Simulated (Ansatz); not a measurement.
Runs of Ansatz 0.2.0 on HfO2. The structure is tetragonal, space group P4_2/mnm (No. 136). The conventional cell has a = 4.814 Å, b = 4.814 Å, c = 3.205 Å, α = 90.00°, β = 90.00°, γ = 90.00°. Around Hf (site symmetry mmm) lie 6 O at 2.08 Å. O (site symmetry m2m) is surrounded by 3 Hf at 2.08 Å. Measurements of this composition are mostly on another form, of space group No. 14.

| level | gap on the mesh (eV) | pressure (GPa) | relaxed volume (Å³/atom) |
| --- | --- | --- | --- |
| BLYP+D4 | 3.91 | 0.0 | 12.84 |
| BLYP+D3(BJ) | 3.92 | 0.0 | (a) |
| RPBE+D3(BJ) | (b) | 0.0 | 12.14 |
| RPBE+D4 | 4.03 | 0.0 | 12.74 |

Alike in all rows: task relaxation of cell and atoms; potentials or basis Ansatz PAW; no spin polarisation; cell relaxed; k mesh 6 × 6 × 8; cutoff (eV) 420; smearing fermi-dirac 0.05 eV.

Task: Estimate the missing entries.

Result: (a) 12.77; (b) 4.21.

Caveats: the plane-wave basis is chosen anew once the cell has moved, so the energies of steps on either side of that aren't comparable; spin-orbit coupling is left out, which moves the levels of the heavy elements; the PAW data sets come from PBE, with cores solved anew for the run's functional, which leaves a small shift of forces and pressure.

A k mesh can miss the band edges, and the runs leave out spin-orbit coupling on Hf.

Runs at the PBE level aren't shown here.
